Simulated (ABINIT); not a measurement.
The system is Bi.

```xyz
1
Lattice="-1.9814 1.9814 1.9814 1.9814 -1.9814 1.9814 1.9814 1.9814 -1.9814" Properties=species:S:1:pos:R:3 pbc="T T T"
Bi    0.0000    0.0000    0.0000
```

This isn't the form of Bi at room conditions, which is rhombohedral.

Base run:

| Quantity | Value |
| --- | --- |
| Program | ABINIT 10.8.3 (patched build) |
| Functional | r2SCAN |
| Potentials or basis | Ansatz NC r2SCAN |
| Cutoff | 1197 eV |
| k mesh | 9 × 9 × 9 |
| Occupations | fermi-dirac, width 0.05 eV |
| Spin | no spin polarisation |

Its results: band gap on the k mesh none (metal or under the smearing width); pressure 0.1 GPa.

Task: The run is repeated on the same cell with these changes: potentials or basis from Ansatz NC r2SCAN to SG15 NC PBE v1.2; cutoff from 1197 eV to 707 eV. What comes out?

Result: Band gap on the k mesh none (metal or under the smearing width); pressure -1.2 GPa.

Caveats: spin-orbit coupling is left out, which moves the levels of the heavy elements; the potentials were made for another functional, which shifts forces and pressure (some runs).
